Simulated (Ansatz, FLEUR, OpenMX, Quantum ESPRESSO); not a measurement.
Hf: programs and potentials compared

```
Hf
1.0
     3.13955    0.00000    0.00000
     0.00000    3.13955    0.00000
     0.00000    0.00000   23.88000
Hf
5
Cartesian
  1.5698 1.5698 7.5000
  0.0000 0.0000 9.7200
  1.5698 1.5698 11.9400
  0.0000 0.0000 14.1600
  1.5698 1.5698 16.3800
```

Alike in all runs: functional PBE; k mesh 9 × 9 × 1; occupations fermi-dirac, width 0.05 eV; no spin polarisation; no spin-orbit coupling.

| program and potentials | plane-wave cutoff (eV) | notes | largest force (eV/Å) |
| --- | --- | --- | --- |
| Ansatz, Ansatz PAW | 420 | 26 valence electrons an atom on average | 1.035 |
| OpenMX, OpenMX 2013 PBE set, Hf7.0-s3p2d2f1, grid cutoff 400 Ry | - | atomic basis; 12 valence electrons an atom on average | 1.014 |
| FLEUR, all-electron, FLAPW | - | - | 1.032 |
| Quantum ESPRESSO, PseudoDojo 0.4.1 SR PBE standard | 789 | 12 valence electrons an atom on average | 1.043 |

Force on atom 4 (Hf), eV/Å:

```
                                         program and potentials      x      y      z
                                             Ansatz, Ansatz PAW  0.000  0.000  1.035
OpenMX, OpenMX 2013 PBE set, Hf7.0-s3p2d2f1, grid cutoff 400 Ry  0.000  0.000  1.014
                                     FLEUR, all-electron, FLAPW  0.000  0.000  1.032
             Quantum ESPRESSO, PseudoDojo 0.4.1 SR PBE standard  0.000  0.000  1.043
```

The atoms of the given cell lie far from their minimum at this level. Rows in atomic bases carry the error of their basis and grid, which can be large.

The functional is the same throughout but for its coding, so the spread measures potentials, basis and numerics; runs on potential files found faulty are left out.
